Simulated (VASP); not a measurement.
Te2Pt (Moncheite):

```xyz
3
Lattice="4.0100 0.0000 0.0000 -2.0050 3.4728 0.0000 0.0000 0.0000 5.2010" Properties=species:S:1:pos:R:3 pbc="T T T"
Te    0.0000    2.3152    1.3002
Te    2.0050    1.1576    3.9007
Pt    0.0000    0.0000    0.0000
```

```yaml
Program: VASP 6.6.1
Task: relaxation of cell and atoms
Functional: PBE
Dispersion: D3(BJ)
Potentials_or_basis: VASP PAW PBE potentials, release 64 (Te, Pt)
Cutoff: 600 eV
k_mesh: 12 × 12 × 7
Occupations: methfessel-paxton, width 0.1 eV
Spin: no spin polarisation
```

At the start: pressure 4.6 GPa; volume 24.14 Å³/atom.

Q: How do energy, volume and symmetry change on relaxing?

A: Over 17 steps the energy falls by 33.0 meV/atom and the volume is 24.04 Å³/atom (-0.4 %); space group P-3m1 (No. 164, to 0.05 Å).

The path:
| step | energy change (eV) | largest force (eV/Å) | pressure (GPa) | volume (Å³) |
| --- | --- | --- | --- | --- |
| 1 | 0.0000 | 1.0590 | 4.61 | 72.43 |
| 2 | 0.0679 | 0.4419 | -7.10 | 79.95 |
| 3 | -0.0612 | 0.3603 | -0.93 | 75.32 |
| 4 | -0.0612 | 0.3729 | -0.82 | 75.26 |
| 5 | -0.0768 | 0.2706 | -0.58 | 74.46 |
| 6 | -0.0934 | 0.0018 | 0.34 | 72.36 |
| 7 | -0.0961 | 0.1564 | -0.75 | 72.56 |
| 8 | -0.0965 | 0.1151 | -0.48 | 72.51 |
| 9 | -0.0982 | 0.0146 | 0.48 | 71.65 |
| 10 | -0.0986 | 0.0442 | 0.24 | 71.91 |
| 11 | -0.0986 | 0.0467 | 0.18 | 71.93 |
| 12 | -0.0989 | 0.0410 | -0.13 | 72.16 |
| 13 | -0.0990 | 0.0422 | -0.10 | 72.13 |
| 14 | -0.0990 | 0.0093 | 0.12 | 72.05 |
| 15 | -0.0991 | 0.0066 | 0.05 | 72.08 |
| 16 | -0.0991 | 0.0082 | 0.04 | 72.08 |
| 17 | -0.0991 | 0.0053 | 0.01 | 72.13 |

Final structure:
```
Te Pt
1.0
     4.05189    0.00000    0.00000
    -2.02595    3.50904    0.00000
     0.00000    0.00000    5.07317
Te Pt
2 1
Direct
  0.33333 0.66667 0.26786
  0.66667 0.33333 0.73214
  0.00000 0.00000 0.00000
```

Caveat: pairwise dispersion overbinds metals, which lowers pressure and volume.
